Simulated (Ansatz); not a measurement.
ZnTe (zinc blende)

```
ZnTe
1.0
    0.00000     6.17910     6.17910
    3.08955     0.00000     3.08955
    3.08955     3.08955     0.00000
Te Zn
2 2
Direct
  0.37500   0.75000   0.75000
  0.87500   0.75000   0.75000
  0.00000   0.00000   0.00000
  0.50000   0.00000   0.00000
```

Two-dimensional scan of atom 1 (Te, nearest neighbour Zn at 2.676 Å; its periodic images, 4.4 Å or more away, move with it): u runs along (0.707, 0.707, 0.000), v along (0.000, 0.000, 1.000) (Cartesian). Cell and other atoms are fixed.

The numbers are results of PBE (plane waves to 420 eV, PAW, scalar-relativistic; Ansatz, a first-principles code), not measurements. k mesh 4×8×8 (Γ-centred), Fermi-Dirac smearing 0.05 eV. Points where atoms come too close for the PAW data are left out (x in tables, blank in figures). Fu and Fv are the components of the force on the atom. Spin-orbit coupling is left out, though Te is heavy. ZnTe was relaxed with its symmetry unable to fall.

Changes of Fv (eV/Å) from the point u = 0.000 Å, v = 0.000 Å when one coordinate moves alone (two changes are said to add if the coupling is within 5 % of the smaller one, nearly so within 20 %):

| point | change |
|---|---|
| u = 0.000 Å, v = -0.670 Å | 3.127 |
| u = 0.000 Å, v = -0.335 Å | 1.802 |
| u = -0.670 Å, v = 0.000 Å | -4.156 |
| u = -0.335 Å, v = 0.000 Å | -0.883 |
| u = 0.335 Å, v = 0.000 Å | -0.883 |
| u = 0.670 Å, v = 0.000 Å | -4.156 |
| u = 0.000 Å, v = 0.335 Å | -1.775 |
| u = 0.000 Å, v = 0.670 Å | -3.115 |

Task: Do the two effects add at u = -0.335 Å, v = 0.670 Å? Give the computed change.

Result: The sum of the single changes is -0.883 + (-3.115) = -3.998; the calculation gives -5.466, so the coupling contributes -1.468 (over 20 % of the smaller single change, not additive).

Task: Do the two effects add at u = 0.335 Å, v = 0.335 Å? Give the computed change.

Result: The sum of the single changes is -0.883 + (-1.775) = -2.658; the calculation gives -3.342, so the coupling contributes -0.684 (over 20 % of the smaller single change, not additive).

Task: What is the change at u = 0.670 Å, v = -0.335 Å, where both move, and how far is it from the sum?

Result: The sum of the single changes is -4.156 + (1.802) = -2.354; the calculation gives -0.411, so the coupling contributes 1.943 (over 20 % of the smaller single change, not additive).

(For displaced atoms, the force is minus the slope of the energy, and its curvature is a force constant, which sets phonon frequencies.)
